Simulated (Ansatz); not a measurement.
**SrVO$_{3}$ under pressure: fit and missing row**

SrVO$_{3}$, Pm-3m, a = 3.859 Å. The structure is a COD entry; whether it is the stable form wasn't checked. Ansatz: PBE, PAW, 420 eV, Γ-centred 10×10×10 mesh on 5 atoms, Gaussian smearing 0.10 eV; collinear spin, largest moment 0.3 μB. Cell and atoms are relaxed at each pressure, and no other structure is tried, so the rows at high pressure may lie past a change of phase.

| V (Å³/atom) | P (GPa) |
| --- | --- |
| ? | 90.00 |
| 9.556 | 50.03 |
| 10.307 | 25.00 |
| 10.838 | 12.04 |
| 11.249 | 4.05 |
| 11.428 | 1.03 |
| 11.492 | 0.01 |
| 11.559 | -1.03 |

Take V0 = 11.492 Å³/atom, count pressures from its P0 = 0.01 GPa, fit the third-order Birch–Murnaghan form to the other rows, and predict the missing volume.

With the Eulerian strain f = ½[(V0/V)^(2/3) − 1] and y = (P − P0)/[3f(1 + 2f)^(5/2)], the form is the line y = B0 + 1.5 B0 (B0′ − 4) f. Rows (f, y): 0.06544, 187.3; 0.03762, 184.7; 0.01992, 182.6; 0.00717, 181.3; 0.00187, 180.1; -0.00193, 181.4. Means f = 0.02168, y = 182.90; Σ(Δf)² = 0.003333, ΣΔfΔy = 0.3359; the slope is their ratio. y = 180.7 + 100.8 f GPa, so B0 = 180.7 GPa and B0′ = 4 + 2 × (100.8)/(3 × 180.7) = 4.37. P = 90.00 GPa is met at f = 0.09978 (y = 190.76), so V = V0 (1 + 2f)^(−3/2) = 8.747 Å³/atom. The run gave 8.744 Å³/atom, so the fit is 0.003 Å³/atom too high, a small miss on the scale of the series. The form still works here, 78 % of the fitted range beyond its end. Note that the largest moment runs from 0.00 to 0.35 μB along the series.

The largest moment runs from 0.00 to 0.35 μB along the series, so B0 and B0′ hold the change of the moment too.

Moments started parallel, and an antiferromagnetic order may lie lower.

Symmetry holds off the tilts and polar distortions that many cubic perovskites undergo.